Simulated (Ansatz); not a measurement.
**BaS: band gap under strain**

Aim: follow the gap of BaS in the rocksalt structure through these states: +1.2 % biaxial strain in the (111) plane, free along [111]; -2.3 % biaxial strain in x and y, z held. The table at the end shows which levels were run.

Code: Ansatz 0.2.0. PAW datasets, plane waves. Computed at 0 K without zero-point motion; spin polarisation is off.

## (1) The cell

The unstrained cell was relaxed with r2SCAN; in each strained cell the atoms were relaxed again with r2SCAN. Names of k-points are those of the unstrained zone, where strain can split equivalent points. First state: +1.2 % biaxial strain in the (111) plane, free along [111].

The symmetry is R-3m (No. 166, trigonal); a = 4.598 Å, c = 11.013 Å in the conventional setting, 33.60 Å³ an atom. Around Ba lie 6 S at 3.23 Å; around S lie 6 Ba at 3.23 Å.

The structure in full:

```cif
data_structure
_symmetry_space_group_name_H-M 'R-3m:H'
_symmetry_Int_Tables_number 166
_cell_length_a 4.5976
_cell_length_b 4.5976
_cell_length_c 11.0126
_cell_angle_alpha 90.000
_cell_angle_beta 90.000
_cell_angle_gamma 120.000
_cell_volume 201.60
loop_
_atom_site_label
_atom_site_type_symbol
_atom_site_symmetry_multiplicity
_atom_site_Wyckoff_symbol
_atom_site_fract_x
_atom_site_fract_y
_atom_site_fract_z
_atom_site_occupancy
Ba1 Ba 3 a 0.00000 0.00000 0.00000 1
S1 S 3 b 0.33333 0.66667 0.16667 1
```

## (2) +1.2 % biaxial strain in the (111) plane, free along [111]: PBE

File input.yaml:

```yaml
crystal:
  lattice:
    - [-0.0479357085, 3.203044075, 3.203044075]
    - [3.203044075, -0.0479357085, 3.203044075]
    - [3.203044075, 3.203044075, -0.0479357085]
  atoms:
    - { symbol: Ba, position: [0.0, 0.0, 0.0] }
    - { symbol: S, position: [0.5, 0.5, 0.5] }
kpoints:
  mp_grid: { grid: [8, 8, 8] }
  band_path:
    path:
      - [0.0, 0.0, 0.0]
      - [0.5, 0.0, 0.5]
      - [0.625, 0.25, 0.625]
      - [0.375, 0.375, 0.75]
      - [0.5, 0.5, 0.5]
      - [0.5, 0.25, 0.75]
    npoints: 1
hamiltonian:
  xc: pbe
scf:
  occupations: { method: fermi_dirac, width: 0.02 }
  n_extra_bands: 4
output:
  forces: true
  stress: true
  eigenvalues: true
```

The runs that follow: +1.2 % biaxial strain in the (111) plane, free along [111]: r2SCAN; +1.2 % biaxial strain in the (111) plane, free along [111]: HSE06; -2.3 % biaxial strain in x and y, z held: PBE; -2.3 % biaxial strain in x and y, z held: r2SCAN; -2.3 % biaxial strain in x and y, z held: HSE06.

Q: Predict the outcome of this session.

The runs gave:

Least gap in eV (negative: overlap):

| state | PBE | r2SCAN | HSE06 |
| --- | --- | --- | --- |
| +1.2 % biaxial strain in the (111) plane, free along [111] | 2.21 | 2.56 | 3.12 |
| -2.3 % biaxial strain in x and y, z held | 2.13 | 2.47 | 3.04 |

Where both were run, the HSE06 gap lies +0.91 eV from PBE's, each on its own k points. In PBE the gap is least under -2.3 % biaxial strain in x and y, z held (2.13 eV) and largest under +1.2 % biaxial strain in the (111) plane, free along [111] (2.21 eV). Spin-orbit coupling is left out of the table, though the cell holds Ba (Z = 56).
